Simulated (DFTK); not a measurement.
Input of a DFTK 0.8.2 run:

The input run.jl:

```julia
using DFTK
using PseudoPotentialData
using Unitful, UnitfulAtomic
using LinearAlgebra, Printf
include("save.jl")
disable_threading()

# lattice vectors are the columns
lattice = austrip(1u"Å") * [           0.0        2.60165        2.60165;
                  2.60165            0.0        2.60165;
                  2.60165        2.60165            0.0]
symbols   = [:S, :Mg]
positions = [[0.5, 0.5, 0.5],
             [0.0, 0.0, 0.0]]
pseudopotentials = Dict(:Mg => "Mg.upf", :S => "S.upf")
elements = Dict(s => ElementPsp(s, pseudopotentials; rcut=10.0) for s in unique(symbols))
atoms    = [elements[s] for s in symbols]

build_model(lattice, positions; symmetries=true) =
    model_DFT(lattice, atoms, positions;
              functionals=PBE(),
              temperature=austrip(0.05u"eV"),
              smearing=Smearing.FermiDirac(),
              symmetries)
Ecut  = 45.0  # hartree
kgrid = [9, 9, 9]
tol   = 1e-6
to_GPa = ustrip(uconvert(u"GPa", 1u"hartree/bohr^3"))

model = build_model(lattice, positions)
basis = PlaneWaveBasis(model; Ecut, kgrid)
display(basis)
scfres = self_consistent_field(basis;
                               tol,
                               nbandsalg=AdaptiveBands(model; n_bands_converge=13))
display(scfres.energies)
@printf "Fermi level: %.6f eV\n" ustrip(auconvert(u"eV", something(scfres.εF, NaN)))
forces = compute_forces_cart(scfres)
println("Forces (eV/Å)")
for (s, f) in zip(symbols, forces)
    @printf "%-3s %12.6f %12.6f %12.6f\n" s ustrip.(auconvert.(u"eV/Å", f))...
end
stress = compute_stresses_cart(scfres)
println("Stress (GPa)")
display(round.(stress * to_GPa; digits=4))
println("Levels at the first k-point (eV): ", round.(ustrip.(auconvert.(u"eV", scfres.eigenvalues[1][1:scfres.n_bands_converge])); digits=4))
save_scf!(scfres; forces, stress)

points = Dict("G" => [0.0, 0.0, 0.0], "K" => [0.375, 0.375, 0.75], "L" => [0.5, 0.5, 0.5], "U" => [0.625, 0.25, 0.625], "W" => [0.5, 0.25, 0.75], "X" => [0.5, 0.0, 0.5])
segments = [("G", "X", 7), ("X", "W", 4), ("W", "K", 3), ("K", "G", 7), ("G", "L", 6), ("L", "U", 4), ("U", "W", 3), ("W", "L", 5), ("L", "K", 4), ("U", "X", 3)]
kcoords = vcat([[points[a] + t * (points[b] - points[a]) for t in range(0, 1, n)] for (a, b, n) in segments]...)
bands = compute_bands(scfres, ExplicitKpoints(kcoords); n_bands=15, tol=1e-5)
for (k, ε) in zip(bands.basis.kpoints, bands.eigenvalues)
    @printf "%d %8.4f %8.4f %8.4f " k.spin k.coordinate...
    println(join([@sprintf("%9.4f", e) for e in ustrip.(auconvert.(u"eV", ε .- scfres.εF))]))
end
results["band_energies"] = rows(bands.eigenvalues); results["band_kpoints"] = rows(kcoords)
```

Potentials or basis: SPMS 1.0 (PBE).

The run is started by

```console
$ julia --threads=1 run.jl  # save.jl only writes the numbers to a file and isn't shown; printed stress counts tension as positive; times include loading and compiling
```

Q: What does it give for the band gap on the k mesh?

A: 2.91 eV, indirect (least direct gap 3.71 eV).

Q: Predict the band gap along the path.

A: 2.78 eV, indirect (least direct gap 3.71 eV).

Q: Estimate the pressure.

A: 1.0 GPa.

Levels at the corners of the path, in eV from the valence-band top:
| point | band 4 | band 5 | band 6 | band 7 | band 8 | band 9 | band 10 | band 11 | band 12 | band 13 |
| --- | --- | --- | --- | --- | --- | --- | --- | --- | --- | --- |
| Γ | -41.52 | -12.66 | 0.00 | 0.00 | 0.00 | 3.71 | 7.93 | 7.93 | 7.93 | 10.29 |
| X | -41.52 | -10.99 | -4.18 | -1.68 | -1.68 | 2.78 | 4.40 | 12.00 | 12.69 | 13.38 |
| W | -41.52 | -10.94 | -3.22 | -3.22 | -2.35 | 5.25 | 7.94 | 7.94 | 8.06 | 14.34 |
| K | -41.52 | -10.99 | -3.68 | -3.18 | -1.36 | 3.91 | 6.69 | 9.67 | 10.06 | 11.89 |
| Γ | -41.52 | -12.66 | 0.00 | 0.00 | 0.00 | 3.71 | 7.93 | 7.93 | 7.93 | 10.29 |
| L | -41.52 | -11.35 | -4.82 | -0.59 | -0.59 | 4.55 | 6.89 | 6.89 | 10.12 | 12.17 |
| U | -41.52 | -10.99 | -3.68 | -3.18 | -1.36 | 3.91 | 6.69 | 9.67 | 10.06 | 11.89 |
| W | -41.52 | -10.94 | -3.22 | -3.22 | -2.35 | 5.25 | 7.94 | 7.94 | 8.06 | 14.34 |
| L | -41.52 | -11.35 | -4.82 | -0.59 | -0.59 | 4.55 | 6.89 | 6.89 | 10.12 | 12.17 |
| K | -41.52 | -10.99 | -3.68 | -3.18 | -1.36 | 3.91 | 6.69 | 9.67 | 10.06 | 11.89 |
| U | -41.52 | -10.99 | -3.68 | -3.18 | -1.36 | 3.91 | 6.69 | 9.67 | 10.06 | 11.89 |
| X | -41.52 | -10.99 | -4.18 | -1.68 | -1.68 | 2.78 | 4.40 | 12.00 | 12.69 | 13.38 |

Caveat: the mesh misses the band edges, which the band path finds closer together. As with any semilocal functional, this PBE gap is likely too small.
